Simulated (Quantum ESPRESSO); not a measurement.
Crystal: Nb.

```
Nb
1.0
    -0.01493   -3.33961    0.02953
    -3.41191   -0.01493   -0.02476
    -0.02476    0.02953   -3.30277
Nb
2
Direct
  0.50570 0.49807 0.50455
  0.99430 0.00193 0.99545
```

```yaml
Program: Quantum ESPRESSO 7.5
Task: relaxation of the atoms
Functional: revPBE
Dispersion: D2
Potentials_or_basis: JTH 2.0 PBE
Cutoff: 490 eV
Density_cutoff: 2939 eV
k_mesh: 6 × 6 × 6
Occupations: fermi-dirac, width 0.2 eV
Spin: no spin polarisation
```

At the start: volume 18.81 Å³/atom.

Question: Where does the relaxation end?

Answer: Over 5 steps the energy falls by 3.9 meV/atom; space group C2/m (No. 12, to 0.05 Å).

Step by step:
```tsv
step	energy change (eV)	largest force (eV/Å)
1	0.0000	0.3176
2	-0.0036	0.2352
3	-0.0063	0.1429
4	-0.0079	0.0060
5	-0.0079	0.0034
```

Final structure:
```
CELL_PARAMETERS angstrom
-0.01493 -3.33961 0.02953
-3.41191 -0.01493 -0.02476
-0.02476 0.02953 -3.30277
ATOMIC_POSITIONS crystal
Nb 0.49999 0.50007 0.50004
Nb 0.00001 0.99993 0.99996
```

Caveat: the k mesh is coarse; the potentials were made for another functional, which shifts forces and pressure; the cutoff is low for these files, which shifts pressure and relaxed volume; pairwise dispersion overbinds metals, which lowers pressure and volume.
